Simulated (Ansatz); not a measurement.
# BP: what a guessed cell relaxes into

The task: take a trial cell of BP to zero force and stress.

Method: DFT PBE, scalar-relativistic, plane waves, PAW, in Ansatz 0.2.0.

**1. The starting structure**

The structure is hexagonal, space group P6_3/mmc (No. 194). Conventional cell: a = 2.886 Å, b = 2.886 Å, c = 7.665 Å, α = 90.00°, β = 90.00°, γ = 120.00°. Around B (site symmetry -6m2) lie 3 P at 1.67 Å. P (site symmetry -6m2) is surrounded by 3 B at 1.67 Å.

As a file:

```
CELL_PARAMETERS angstrom
2.88589 0.00000 0.00000
-1.44295 2.49926 0.00000
0.00000 0.00000 7.66537
ATOMIC_POSITIONS crystal
B 0.33333 0.66667 0.25000
B 0.66667 0.33333 0.75000
P 0.33333 0.66667 0.75000
P 0.66667 0.33333 0.25000
```

The cell is invented: species swapped into a database cell of BN (P6_3/mmc, No. 194), with P on the N sites. Its size is a rough estimate.

**2. A first look at the guess**

File input.yaml:

```yaml
crystal:
  lattice:
    - [2.88589419, 0.0, 0.0]
    - [-1.44294709, 2.49925768, 0.0]
    - [0.0, 0.0, 7.66536778]
  atoms:
    - { symbol: B, position: [0.33333333, 0.66666667, 0.25] }
    - { symbol: B, position: [0.66666667, 0.33333333, 0.75] }
    - { symbol: P, position: [0.33333333, 0.66666667, 0.75] }
    - { symbol: P, position: [0.66666667, 0.33333333, 0.25] }
basis:
  ecutwfc: 420
kpoints:
  mp_grid: { grid: [6, 6, 2] }
hamiltonian:
  xc: pbe
scf:
  occupations: { method: gaussian, width: 0.1 }
  lower_state_search: "off"
output:
  forces: true
  stress: true
  eigenvalues: true
```

On the command line:

```bash
$ ansatz run input.yaml --threads 1 --pin off --max-ram 2048MiB --backend cpu --events-out ev --progress --plain --runs-dir out
```

Further runs follow: rough relaxation on the coarse mesh; relaxation on the finer mesh; relaxation repeated from the relaxed cell.

What does the calculation give? Wanted: conventional cell; volume; energy over the elements, black P; gap on the mesh.

As calculated:

```
                              quantity                                                                       value
symmetry at the end (tolerance 0.02 Å)                                              space group P6_3/mmc (No. 194)
                     conventional cell  a = 3.214 Å, b = 3.214 Å, c = 9.850 Å, α = 90.00°, β = 90.00°, γ = 120.00°
                                volume                                                               22.03 Å³/atom
     energy over the elements, black P                                                               -0.05 eV/atom
                       gap on the mesh                                                                     0.89 eV
```

In words: The space group P6_3/mmc (No. 194) is kept, and the volume per atom grows by 59.4 % from the first guess. The formation energy of this structure is too near zero to say whether it is bound against the elements. No finished test with a distortion of lower symmetry is shown, so the end may be a saddle point.
